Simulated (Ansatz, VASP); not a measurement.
## MgO in VASP and in Ansatz

INCAR

```
  PREC = Accurate
  ENCUT = 520
  EDIFF = 1E-7
  ISMEAR = 0
  SIGMA = 0.05
  LREAL = F
  LASPH = T
  NELM = 100
  ALGO = Normal
  ISIF = 2
  LWAVE = F
  LCHARG = F
  GGA = PE
  NBANDS = 16
```

KPOINTS

```
Automatic mesh
0
Gamma
  6 6 6
```

File POSCAR:

```
MgO
1.0
    3.5386735306      0.0000000000      0.0000000000
   -1.7693367653      3.0645811732      0.0000000000
    0.0000000000      0.0000000000      4.1780412200
Mg O
2 2
Direct
    0.6666666667      0.3333333333      0.7500000000
    0.3333333333      0.6666666667      0.2500000000
    0.6666666667      0.3333333333      0.2500000000
    0.3333333333      0.6666666667      0.7500000000
```

Input for Ansatz:

```yaml
crystal:
  lattice:
    - [3.5386735306, 0.0, 0.0]
    - [-1.7693367653, 3.0645811732, 0.0]
    - [0.0, 0.0, 4.17804122]
  atoms:
    - { symbol: Mg, position: [0.6666666667, 0.3333333333, 0.75] }
    - { symbol: Mg, position: [0.3333333333, 0.6666666667, 0.25] }
    - { symbol: O, position: [0.6666666667, 0.3333333333, 0.25] }
    - { symbol: O, position: [0.3333333333, 0.6666666667, 0.75] }
basis:
  ecutwfc: 420
kpoints:
  mp_grid: { grid: [6, 6, 6] }
hamiltonian:
  xc: pbe
scf:
  occupations: { method: gaussian, width: 0.05 }
output:
  forces: true
  stress: true
  eigenvalues: true
  write_density: true
  write_potential: true
  elf: true
  volumetric_format: npy
```

Change from the starting cell: strain +0.015 along x and y, +0.000 along z, atoms carried along.

Alike in both runs: task single point; functional PBE; k mesh 6 × 6 × 6; occupations gaussian, width 0.05 eV; no spin polarisation.

|  | VASP | Ansatz |
| --- | --- | --- |
| version | VASP 6.6.1 | Ansatz 0.2.0 |
| potentials or method | VASP PAW PBE potentials, release 64 (Mg, O) | scalar-relativistic, plane waves, PAW |
| plane-wave cutoff (eV) | 520 | 420 |
| valence electrons in the cell | 16 | 32 |

```csv
,VASP,Ansatz,Ansatz less VASP
gap on the k mesh at the Fermi level (eV),3.31,3.33,+0.016
least direct gap on the mesh (eV),3.31,3.33,+0.016
pressure (GPa),0.2,0.7,+0.51
largest component of the traceless stress (GPa),2.04,2.13,+0.085
```

The functional is the same, so the differences come from potentials, cutoffs and numerics. The two sets of potentials don't hold the same shells in valence.
